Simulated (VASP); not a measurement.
# HgTe (Coloradoite) (F-43m) in VASP: further runs

One crystal, HgTe (Coloradoite), is run at these levels: PBEsol; tasks: relaxation of cell and atoms.

Everything below comes from runs of VASP 6.6.1. Logs are shortened: lines on timing, memory, paths and dates and some standing lists are left out, and cuts for length are marked.

### Step 1. The structure

Symmetry: F-43m, No. 216, cubic system. The conventional cell has a = 6.429 Å, b = 6.429 Å, c = 6.429 Å, α = 90.00°, β = 90.00°, γ = 90.00°. Hg (site symmetry -43m) is surrounded by 4 Te at 2.78 Å. Around Te (site symmetry -43m) lie 4 Hg at 2.78 Å.

### Step 2. Relaxation of cell and atoms, PBEsol

File INCAR:

```
PREC = Accurate
ENCUT = 600
EDIFF = 1E-6
ISMEAR = 0
SIGMA = 0.03
LREAL = F
LASPH = T
NELM = 80
ALGO = Normal
ISIF = 3
LWAVE = F
LCHARG = F
GGA = PS
IBRION = 2
NSW = 90
EDIFFG = -0.01
```

File KPOINTS:

```
Automatic mesh
0
Gamma
  10 10 10
```

File POSCAR:

```
HgTe
1.0
    0.0000000000      3.2145000000      3.2145000000
    3.2145000000      0.0000000000      3.2145000000
    3.2145000000      3.2145000000      0.0000000000
Hg Te
1 1
Direct
    0.0000000000      0.0000000000      0.0000000000
    0.2500000000      0.2500000000      0.2500000000
```

Potentials or basis: VASP PAW PBE potentials, release 64 (Hg, Te).

Started as:

```bash
$ cat potpaw_PBE.64/Hg/POTCAR potpaw_PBE.64/Te/POTCAR > POTCAR
$ mpirun -np 1 vasp_std > vasp.out
```

OUTCAR:

```text
PREC = Accurate
   ENCUT = 600
   EDIFF = 1E-6
   ISMEAR = 0
   LREAL = F
   LASPH = T
   NELM = 80
   ISIF = 3
   GGA = PS
   IBRION = 2
   NSW = 90
   EDIFFG = -0.01

 ion  position               nearest neighbor table
   1  0.000  0.000  0.000-   2 2.78   2 2.78   2 2.78   2 2.78
   2  0.250  0.250  0.250-   1 2.78   1 2.78   1 2.78   1 2.78

  LATTYP: Found a face centered cubic cell.
 ALAT       =     6.4290000000

  Lattice vectors:

 A1 = (   0.0000000000,   3.2145000000,   3.2145000000)
 A2 = (   3.2145000000,   0.0000000000,   3.2145000000)
 A3 = (   3.2145000000,   3.2145000000,   0.0000000000)

Analysis of symmetry for initial positions (statically):
=====================================================================
 Subroutine PRICEL returns:
 Original cell was already a primitive cell.

 Routine SETGRP: Setting up the symmetry group for a
 face centered cubic supercell.

 Subroutine GETGRP returns: Found 24 space group operations
 (whereof 24 operations were pure point group operations)
 out of a pool of 48 trial point group operations.

The static configuration has the point symmetry T_d .

Analysis of symmetry for dynamics (positions and initial velocities):
=====================================================================
 Subroutine PRICEL returns:
 Original cell was already a primitive cell.

 Routine SETGRP: Setting up the symmetry group for a
 face centered cubic supercell.

 Subroutine GETGRP returns: Found 24 space group operations
 (whereof 24 operations were pure point group operations)
 out of a pool of 48 trial point group operations.

The dynamic configuration has the point symmetry T_d .

 Subroutine INISYM returns: Found 24 space group operations
 (whereof 24 operations are pure point group operations),
 and found     1 'primitive' translations

----------------------------------------------------------------------------------------

                                     Primitive cell

  volume of cell :      66.4309

  direct lattice vectors                    reciprocal lattice vectors
     0.000000000  3.214500000  3.214500000    -0.155545186  0.155545186  0.155545186
     3.214500000  0.000000000  3.214500000     0.155545186 -0.155545186  0.155545186
     3.214500000  3.214500000  0.000000000     0.155545186  0.155545186 -0.155545186

  length of vectors
     4.545989496  4.545989496  4.545989496     0.269412165  0.269412165  0.269412165

  position of ions in fractional coordinates (direct lattice)
     0.000000000  0.000000000  0.000000000
     0.250000000  0.250000000  0.250000000

  ion indices of the primitive-cell ions
   primitive index   ion index
                 1           1
                 2           2

----------------------------------------------------------------------------------------

 KPOINTS: Automatic mesh

Automatic generation of k-mesh.
 Grid dimensions read from file:
 generate k-points for:   10   10   10

 Generating k-lattice:

  Cartesian coordinates                     Fractional coordinates (reciprocal lattice)
    -0.015554519  0.015554519  0.015554519     0.100000000  0.000000000  0.000000000
     0.015554519 -0.015554519  0.015554519     0.000000000  0.100000000  0.000000000
     0.015554519  0.015554519 -0.015554519     0.000000000  0.000000000  0.100000000

  Length of vectors
     0.026941216  0.026941216  0.026941216

  Shift w.r.t. Gamma in fractional coordinates (k-lattice)
     0.000000000  0.000000000  0.000000000

 Subroutine IBZKPT returns following result:
 ===========================================

 Found     47 irreducible k-points:

 Following reciprocal coordinates:
            Coordinates               Weight
  0.000000  0.000000  0.000000      1.000000
  0.100000  0.000000  0.000000      8.000000
  0.200000  0.000000  0.000000      8.000000
  0.300000  0.000000  0.000000      8.000000
  0.400000  0.000000  0.000000      8.000000
  0.500000  0.000000  0.000000      4.000000
[... 16 lines left out ...]
  0.300000  0.300000  0.000000      6.000000
  0.400000  0.300000  0.000000     24.000000
 [... further k-points ...]
   k-points           NKPTS =     47   k-points in BZ     NKDIM =     47   number of bands    NBANDS=     13
   number of dos      NEDOS =    301   number of ions     NIONS =      2
   total plane-waves  NPLWV =  46656
   dimension x,y,z NGX =    36 NGY =   36 NGZ =   36
   dimension x,y,z NGXF=    72 NGYF=   72 NGZF=   72
   ions per type =               1   1
   NGX,Y,Z   is equivalent  to a cutoff of  13.17, 13.17, 13.17 a.u.
   NGXF,Y,Z  is equivalent  to a cutoff of  26.33, 26.33, 26.33 a.u.
 SYSTEM =  unknown system
   PREC   = accura    normal or accurate (medium, high low for compatibility)
   ISTART =      0    job   : 0-new  1-cont  2-samecut
   ICHARG =      2    charge: 1-file 2-atom 10-const
   ISPIN  =      1    spin polarized calculation?
   LNONCOLLINEAR =      F non collinear calculations
   LSORBIT =      F    spin-orbit coupling
   LASPH  =      T    aspherical Exc in radial PAW
   ENCUT  =  600.0 eV  44.10 Ry    6.64 a.u.   9.08  9.08  9.08*2*pi/ulx,y,z
   NELM   =     80;   NELMIN=  2; NELMDL= -5     # of ELM steps
   EDIFF  = 0.1E-05   stopping-criterion for ELM
   LREAL  =      F    real-space projection
   EDIFFG = -.1E-01   stopping-criterion for IOM
   NSW    =     90    number of steps for IOM
   IBRION =      2    ionic relax: 0-MD 1-quasi-New 2-CG
   NFREE  =      1    steps in history (QN), initial steepest desc. (CG)
   ISIF   =      3    stress and relaxation
   ISYM   =      2    0-nonsym 1-usesym 2-fastsym
   POTIM  = 0.5000    time-step for ionic-motion
   TEBEG  =    0.0;   TEEND  =   0.0 temperature during run
   PSTRESS=    0.0 pullay stress
   NELECT =      18.0000    total number of electrons
   NUPDOWN=      -1.0000    fix difference up-down
   EMIN   =  10.00;   EMAX   =-10.00  energy-range for DOS
   EFERMI =   0.00;   METHOD = LEGACY
   ISMEAR =     0;   SIGMA  =   0.03  broadening in eV -4-tet -1-fermi 0-gaus
   EFERMI_NEDOS =   21; number of points for ismear=-14 and -15
   IALGO  =     38    algorithm
   IMIX   =      4    mixing-type and parameters
     AMIX     =   0.40;   BMIX     =  1.00
     AMIX_MAG =   1.60;   BMIX_MAG =  1.00
  volume/ion in A,a.u.               =      33.22       224.15
  Fermi-wavevector in a.u.,A,eV,Ry     =   1.059357  2.001894 15.268958  1.122237
  Thomas-Fermi vector in A             =   2.194699
   LORBIT       =      0    0 simple, 1 ext, 2 COOP (PROOUT), +10 PAW based schemes
   GGA     = PS    functional components
   LHFCALC =     F    Hartree Fock is set to
   AEXX    =    0.0000 exact exchange contribution
   IVDW    =     0    specifies the selected vdW correction
   LEPSILON=     F    determine dielectric tensor
   LRPA    =     F    only Hartree local field effects (RPA)
 conjugate gradient relaxation of ions
 non-spin polarized calculation
 Gauss-broadening in eV      SIGMA  =   0.03
  energy-cutoff  :      600.00
  volume of cell :       66.43
 maximum number of plane-waves:      2252
   NGX = 19   NGY = 19   NGZ = 19

--------------------------------------- Ionic step        1  -------------------------------------------

 number of electron      18.0000000 magnetization

 Free energy of the ion-electron system (eV)
  ---------------------------------------------------
  ext. energy  EPLUGINS =         0.00000000
  ---------------------------------------------------
  free energy    TOTEN  =        -4.36100021 eV

  energy without entropy =       -4.36095393  energy(sigma->0) =       -4.36097707

------------------------ aborting loop because EDIFF is reached ----------------------------------------

  FORCE on cell =-STRESS in cart. coord.  units (eV):
  Direction    XX          YY          ZZ          XY          YZ          ZX
  --------------------------------------------------------------------------------------
  -------------------------------------------------------------------------------------
  Total        0.7815624      0.7815624      0.7815624      0.0000000     -0.0000000      0.0000000
  in kB       18.8496781     18.8496781     18.8496781      0.0000000     -0.0000000      0.0000000
  external PRESSURE =      18.8496781 kB  Pullay stress =       0.0000000 kB
[... 57 lines left out ...]
  energy  without entropy=       -4.3742237742  energy(sigma->0) =       -4.37424691

--------------------------------------- Ionic step        3  -------------------------------------------

 number of electron      18.0000002 magnetization

 Free energy of the ion-electron system (eV)
  ---------------------------------------------------
  ext. energy  EPLUGINS =         0.00000000
  ---------------------------------------------------
  free energy    TOTEN  =        -4.37647681 eV

  energy without entropy =       -4.37643053  energy(sigma->0) =       -4.37645367

 E-fermi :   2.7101     XC(G=0):  -8.8275

 val. band max:        2.7009540028   @ k =   0.0000   0.0000   0.0000
 cond. band min:       3.1800934857   @ k =   0.1000   0.0000   0.0000
 fundamental gap:      0.4791394829
 Fermi energy:         2.7100910943

 k-point     1 :       0.0000    0.0000    0.0000
  band No.  band energies     occupation
      1      -9.1519      2.00000
      2      -4.5062      2.00000
      3      -4.5062      2.00000
      4      -4.5062      2.00000
      5      -3.9993      2.00000
      6      -3.9993      2.00000
      7       1.8399      2.00000
      8       2.7010      1.33333
      9       2.7010      1.33333
     10       2.7010      1.33333
     11       6.9246      0.00000
     12       6.9246      0.00000
     13       6.9246      0.00000
[... 353 lines left out ...]
 k-point    24 :       0.4000    0.3000    0.0000
  band No.  band energies     occupation
      1      -8.5697      2.00000
      2      -4.3579      2.00000
      3      -4.2674      2.00000
      4      -4.2394      2.00000
      5      -3.9547      2.00000
      6      -3.9090      2.00000
      7      -1.7829      2.00000
      8       0.7338      2.00000
      9       0.9187      2.00000
     10       4.7345      0.00000
     11       5.6470      0.00000
     12       9.0663      0.00000
     13       9.8170      0.00000

 [... further k-points ...]

------------------------ aborting loop because EDIFF is reached ----------------------------------------

  FORCE on cell =-STRESS in cart. coord.  units (eV):
  Direction    XX          YY          ZZ          XY          YZ          ZX
  --------------------------------------------------------------------------------------
  -------------------------------------------------------------------------------------
  Total        0.0001997      0.0001997      0.0001997      0.0000000      0.0000000      0.0000000
  in kB        0.0046263      0.0046263      0.0046263      0.0000000      0.0000000      0.0000000
  external PRESSURE =       0.0046263 kB  Pullay stress =       0.0000000 kB
[... 17 lines left out ...]
  FREE ENERGIE OF THE ION-ELECTRON SYSTEM (eV)
  ---------------------------------------------------
  free  energy   TOTEN  =        -4.3764768106 eV

  energy  without entropy=       -4.3764305319  energy(sigma->0) =       -4.37645367

 reached required accuracy - stopping structural energy minimisation
```

Wall time 83 s (1 thread of AMD EPYC 7R13 (Zen 3), shared host); peak memory 0.21 GiB.

What came out:

```
Free energy                            : -4.3765 eV
Relaxed volume                         : 34.58 Å³/atom
Relaxed cell                           : a = 4.608 Å, b = 4.608 Å, c = 4.608 Å, α = 60.00°, β = 60.00°, γ = 60.00°
Space group after relaxing (to 0.05 Å) : F-43m (No. 216)
Energy gained by relaxing              : 7.7 meV/atom
Ionic steps                            : 3
Pressure after relaxing                : 0.0 GPa
Band gap on the k mesh                 : none (metal or under the smearing width)
```

The path:
```tsv
step	energy change (eV)	largest force (eV/Å)	pressure (GPa)	volume (Å³)
1	0.0000	0.0000	1.88	66.43
2	-0.0133	0.0000	-0.63	70.26
3	-0.0155	0.0000	0.00	69.17
```

Final structure:
```
Hg Te
1.0
     0.00000    3.25801    3.25801
     3.25801    0.00000    3.25801
     3.25801    3.25801    0.00000
Hg Te
1 1
Cartesian
  0.0000 0.0000 0.0000
  1.6290 1.6290 1.6290
```

Caveat: the PAW data sets were made with another functional, which shifts forces and pressure a little. Zero-point motion and thermal expansion aren't in these numbers.

[end of part 1 of 2]
